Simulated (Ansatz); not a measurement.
A plane-wave DFT run in Ansatz 0.2.0 (scalar-relativistic PAW potentials unless the input names others): input and command.

```yaml
crystal:
  lattice:
    - [4.0192501416, 0.0, 0.0]
    - [0.0, 4.0192501416, 0.0]
    - [0.0, 0.0, 4.0192501416]
  atoms:
    - { symbol: Ba, position: [0.5219912532, 0.4780087468, 0.5] }
    - { symbol: Ti, position: [0.0, 0.0, 0.0] }
    - { symbol: O, position: [0.5, 0.0, 0.0] }
    - { symbol: O, position: [0.0, 0.5, 0.0] }
    - { symbol: O, position: [0.0, 0.0, 0.5] }
basis:
  ecutwfc: 420
kpoints:
  mp_grid: { grid: [8, 8, 8] }
hamiltonian:
  xc: pbe
scf:
  occupations: { method: gaussian, width: 0.05 }
  max_iter: "yes please"
output:
  forces: true
  eigenvalues: true
  stress: true
```

```bash
ansatz run input.yaml --threads 1 --pin off --max-ram 2560MiB --backend cpu --events-out ev --progress --plain --runs-dir out
```

What is wrong with this input?

The program refuses it, because of a value of the wrong type (scf.max_iter: not typed → "yes please"). Without that key it is accepted.

Abridged log:
```
Error: YAML parse error: error: line 20 column 13: invalid u64
  --> <input>:20:13
   |
18 | scf:
19 |   occupations: { method: gaussian, width: 0.05 }
20 |   max_iter: "yes please"
   |             ^ invalid u64
21 | output:
22 |   forces: true
   |
```